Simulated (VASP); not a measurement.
**Ge in VASP: one cell, several levels of theory, part 1 of 2**

Aim: gap, levels, forces and stress of Ge built on the diamond prototype, under -4.0 % equal strain in all directions at fixed geometry. Runs: PBE, r2SCAN.

Program: VASP 6.6.1. PAW datasets, plane waves. Calculated at 0 K for a non-magnetic cell.

### 1 Starting point

The cell comes from an earlier relaxation with r2SCAN in another program.

Space group Fd-3m (No. 227), cubic; conventional cell a = 5.447 Å, 20.20 Å³ an atom. Near Ge stand 4 Ge at 2.36 Å.

As a file:

```
CELL_PARAMETERS angstrom
0.00000 2.72340 2.72340
2.72340 0.00000 2.72340
2.72340 2.72340 0.00000
ATOMIC_POSITIONS crystal
Ge 0.00000 0.00000 0.00000
Ge 0.25000 0.25000 0.25000
```

### 2 Single point with PBE

The input, INCAR:

```
ENCUT = 520.000000
SIGMA = 0.020000
EDIFF = 1.00e-07
GGA = PE
PREC = Accurate
IBRION = -1
ISIF = 2
ISMEAR = -1
NBANDS = 21
NELM = 120
NSW = 0
LASPH = .TRUE.
LCHARG = .FALSE.
LWAVE = .FALSE.
LREAL = .FALSE.
```

The input, KPOINTS:

```
KPOINTS created by Atomic Simulation Environment
0
Gamma
8 8 8
0 0 0
```

The input, KPOINTS_OPT:

```
special points
7
Reciprocal
0.0000000000 0.0000000000 0.0000000000 1
0.5000000000 0.0000000000 0.5000000000 1
0.6250000000 0.2500000000 0.6250000000 1
0.3750000000 0.3750000000 0.7500000000 1
0.5000000000 0.5000000000 0.5000000000 1
0.5000000000 0.2500000000 0.7500000000 1
0.0000000000 0.4062500000 0.4062500000 1
```

The input, POSCAR:

```
Ge
 1.0000000000000000
     0.0000000000000000    2.7233985716000002    2.7233985716000002
     2.7233985716000002    0.0000000000000000    2.7233985716000002
     2.7233985716000002    2.7233985716000002    0.0000000000000000
 Ge
   2
Cartesian
  0.0000000000000000  0.0000000000000000  0.0000000000000000
  1.3616992857999999  1.3616992857999999  1.3616992857999999
```

Potentials: the recommended PBE PAW datasets, 28 valence electrons in the neutral cell.

Started as:

```
$ mpirun -np 1 vasp_std
```

Printed to the terminal (iteration lines stand in OSZICAR):

```text
POSCAR found type information on POSCAR Ge
 POSCAR found :  1 types and       2 ions
 LDA part: xc-table for (Slater+PW92), standard interpolation
 POSCAR, INCAR and KPOINTS ok, starting setup
 FFT: planning ... GRIDC
 FFT: planning ... GRID_SOFT
 FFT: planning ... GRID
 WAVECAR not read
 entering main loop
 Start KPOINTS_OPT (optional k-point list driver)
k-point batch [1-7\7]
```

OSZICAR:

```text
N       E                     dE             d eps       ncg     rms          rms(c)
DAV:   1     0.186401770864E+03    0.18640E+03   -0.14394E+04  1385   0.379E+03
DAV:   2     0.175044974922E+02   -0.16890E+03   -0.16292E+03  1218   0.622E+02
DAV:   3    -0.805581912433E+01   -0.25560E+02   -0.25395E+02  1368   0.140E+02
DAV:   4    -0.885295548610E+01   -0.79714E+00   -0.79656E+00  1408   0.293E+01
DAV:   5    -0.886577276796E+01   -0.12817E-01   -0.12817E-01  1361   0.403E+00    0.374E+00
DAV:   6    -0.877859378984E+01    0.87179E-01   -0.28122E-02  1447   0.128E+00    0.221E+00
DAV:   7    -0.873465264641E+01    0.43941E-01   -0.64962E-02  1492   0.199E+00    0.155E-01
DAV:   8    -0.873641430550E+01   -0.17617E-02   -0.56525E-03  1338   0.704E-01    0.454E-02
DAV:   9    -0.873655300237E+01   -0.13870E-03   -0.18970E-04  1403   0.129E-01    0.148E-02
DAV:  10    -0.873655623932E+01   -0.32369E-05   -0.12590E-05  1536   0.472E-02    0.651E-03
DAV:  11    -0.873655722673E+01   -0.98742E-06   -0.28783E-06  1328   0.180E-02    0.132E-03
DAV:  12    -0.873655729614E+01   -0.69409E-07   -0.14059E-07  1110   0.438E-03
   1 F= -.87365573E+01 E0= -.87365572E+01  d E =-.264437E-06
       N       E                     dE             ncg
DAV:   1    -0.202769892676E+03   -0.75395E+04      322
DAV:   2    -0.134989452581E+04   -0.11471E+04      294
DAV:   3    -0.151729692998E+04   -0.16740E+03      324
DAV:   4    -0.152225991460E+04   -0.49630E+01      354
DAV:   5    -0.152233792414E+04   -0.78010E-01      339
DAV:   6    -0.152234006339E+04   -0.21392E-02      354
DAV:   7    -0.152234015377E+04   -0.90382E-04      355
DAV:   8    -0.152234015759E+04   -0.38233E-05      351
DAV:   9    -0.152234015781E+04   -0.21268E-06      281
DAV:  10    -0.152234015782E+04   -0.12823E-07      242
```

The lines after F= are the extra pass for the points of KPOINTS_OPT, at fixed density; their E is not a total energy.

OUTCAR, selected sections:

```text
k-points           NKPTS =     29   k-points in BZ     NKDIM =     29   number of bands    NBANDS=     21

   NELECT =      28.0000    total number of electrons

   dimension x,y,z NGX =    30 NGY =   30 NGZ =   30
   dimension x,y,z NGXF=    60 NGYF=   60 NGZF=   60

  energy-cutoff  :      520.00
  volume of cell :       40.40
      direct lattice vectors                 reciprocal lattice vectors
     0.000000000  2.723398572  2.723398572    -0.183594133  0.183594133  0.183594133
     2.723398572  0.000000000  2.723398572     0.183594133 -0.183594133  0.183594133
     2.723398572  2.723398572  0.000000000     0.183594133  0.183594133 -0.183594133

 k-points in reciprocal lattice and weights: KPOINTS created by Atomic Simulation Env
   0.00000000  0.00000000  0.00000000       0.002
   0.12500000  0.00000000  0.00000000       0.016
   0.25000000  0.00000000  0.00000000       0.016
   0.37500000  0.00000000  0.00000000       0.016
   0.50000000  0.00000000  0.00000000       0.008
   0.12500000  0.12500000  0.00000000       0.012
   0.25000000  0.12500000  0.00000000       0.047
   0.37500000  0.12500000  0.00000000       0.047
[... 21 more k-points ...]

 E-fermi :   6.3778

 k-point     1 :       0.0000    0.0000    0.0000
  band No.  band energies     occupation
      1     -18.8375      2.00000
      2     -18.8375      2.00000
      3     -18.8375      2.00000
      4     -18.7917      2.00000
      5     -18.7917      2.00000
      6     -18.5110      2.00000
      7     -18.5110      2.00000
      8     -18.5110      2.00000
      9     -18.4841      2.00000
     10     -18.4841      2.00000
     11      -7.5228      2.00000
     12       6.1798      1.99990
     13       6.1798      1.99990
     14       6.1798      1.99990
     15       7.3023      0.00000
     16       8.7686      0.00000
     17       8.7686      0.00000
     18       8.7686      0.00000
     19      12.8734      0.00000
     20      15.9703      0.00000
     21      15.9703      0.00000

 k-point     2 :       0.1250    0.0000    0.0000
  band No.  band energies     occupation
      1     -18.8487      2.00000
      2     -18.8487      2.00000
      3     -18.8343      2.00000
      4     -18.7758      2.00000
      5     -18.7758      2.00000
      6     -18.5240      2.00000
      7     -18.5240      2.00000
      8     -18.5149      2.00000
      9     -18.4734      2.00000
     10     -18.4734      2.00000
     11      -7.3108      2.00000
     12       3.9124      2.00000
     13       5.7876      2.00000
     14       5.7876      2.00000
     15       7.7643      0.00000
     16       9.2830      0.00000
     17       9.2830      0.00000
     18      10.1024      0.00000
     19      13.8874      0.00000
     20      14.9309      0.00000
     21      14.9309      0.00000

 k-point     3 :       0.2500    0.0000    0.0000
  band No.  band energies     occupation
      1     -18.8620      2.00000
      2     -18.8620      2.00000
      3     -18.8265      2.00000
      4     -18.7525      2.00000
      5     -18.7525      2.00000
      6     -18.5406      2.00000
      7     -18.5406      2.00000
      8     -18.5246      2.00000
      9     -18.4612      2.00000
     10     -18.4612      2.00000
     11      -6.6924      2.00000
     12       1.2621      2.00000
     13       5.1672      2.00000
     14       5.1672      2.00000
     15       7.2587      0.00000
     16       9.9530      0.00000
     17       9.9530      0.00000
     18      12.5148      0.00000
     19      14.3959      0.00000
     20      14.6856      0.00000
     21      14.6856      0.00000

 k-point     4 :       0.3750    0.0000    0.0000
  band No.  band energies     occupation
      1     -18.8681      2.00000
      2     -18.8681      2.00000
      3     -18.8186      2.00000
      4     -18.7391      2.00000
      5     -18.7391      2.00000
      6     -18.5486      2.00000
      7     -18.5486      2.00000
      8     -18.5345      2.00000
      9     -18.4550      2.00000
     10     -18.4550      2.00000
     11      -5.7711      2.00000
     12      -0.9399      2.00000
     13       4.7352      2.00000
     14       4.7352      2.00000
     15       6.8707      0.00000
     16      10.0363      0.00000
     17      10.0363      0.00000
     18      13.5446      0.00000
     19      15.3103      0.00000
     20      16.0525      0.00000
     21      16.0525      0.00000

 k-point     5 :       0.5000    0.0000    0.0000
  band No.  band energies     occupation
      1     -18.8693      2.00000
      2     -18.8693      2.00000
      3     -18.8153      2.00000
      4     -18.7357      2.00000
      5     -18.7357      2.00000
      6     -18.5499      2.00000
      7     -18.5499      2.00000
      8     -18.5386      2.00000
      9     -18.4534      2.00000
     10     -18.4534      2.00000
     11      -5.1334      2.00000
     12      -2.0120      2.00000
     13       4.5857      2.00000
     14       4.5858      2.00000
     15       6.7368      0.00000
     16       9.9665      0.00000
     17       9.9665      0.00000
     18      13.3328      0.00000
     19      17.5236      0.00000
     20      18.0136      0.00000
     21      18.0136      0.00000

 k-point     6 :       0.1250    0.1250    0.0000
  band No.  band energies     occupation
      1     -18.8492      2.00000
      2     -18.8448      2.00000
      3     -18.8448      2.00000
      4     -18.7794      2.00000
      5     -18.7587      2.00000
      6     -18.5554      2.00000
      7     -18.4989      2.00000
      8     -18.4989      2.00000
      9     -18.4952      2.00000
     10     -18.4663      2.00000
     11      -7.2393      2.00000
     12       4.0329      2.00000
     13       5.1556      2.00000
     14       5.1556      2.00000
     15       8.0534      0.00000
     16       9.2125      0.00000
     17      10.1464      0.00000
     18      10.1464      0.00000
     19      13.6555      0.00000
     20      14.2099      0.00000
     21      16.2524      0.00000

[... the tables of k-points 7 to 29 left out ...]

  Total        3.7153029      3.7153029      3.7153029      0.0000000      0.0000000      0.0000000
  in kB      147.3469667    147.3469667    147.3469667      0.0000000      0.0000000      0.0000000
  external PRESSURE =     147.3469667 kB  Pullay stress =       0.0000000 kB

 POSITION                                       TOTAL-FORCE (eV/Angst)
 -----------------------------------------------------------------------------------
      0.00000      0.00000      0.00000        -0.000000     -0.000000      0.000000
      1.36170      1.36170      1.36170         0.000000      0.000000     -0.000000
 -----------------------------------------------------------------------------------
    total drift:                                0.000000     -0.000000      0.000000

  FREE ENERGIE OF THE ION-ELECTRON SYSTEM (eV)
  ---------------------------------------------------
  free  energy   TOTEN  =        -8.7365572961 eV

  energy  without entropy=       -8.7365570317  energy(sigma->0) =       -8.73655716
```

Wall time 38 s (1 MPI rank of Intel Xeon Platinum 8488C, shared host); peak memory 0.18 GiB.

The levels at the points of KPOINTS_OPT are read from vasprun.xml.

Band energies at the special points (eV, zero at the top of v, the last band that the electrons fill by count):

```csv
point,v−1,v,c,c+1
Γ,0.00,0.00,1.12,2.59
X,-3.50,-3.50,0.58,0.58
U,-4.97,-3.00,1.06,4.30
K,-4.97,-3.00,1.06,4.30
L,-1.59,-1.59,0.56,3.79
W,-4.49,-4.49,4.78,4.78
```

Gap with PBE: 0.39 eV, valence top at Γ, conduction bottom at (0.00, 0.41, 0.41). Least direct gap: 1.12 eV. Pressure: 14.73 GPa; the forces vanish within 0.01 eV/Å.

(Continued in part 2 of 2.)
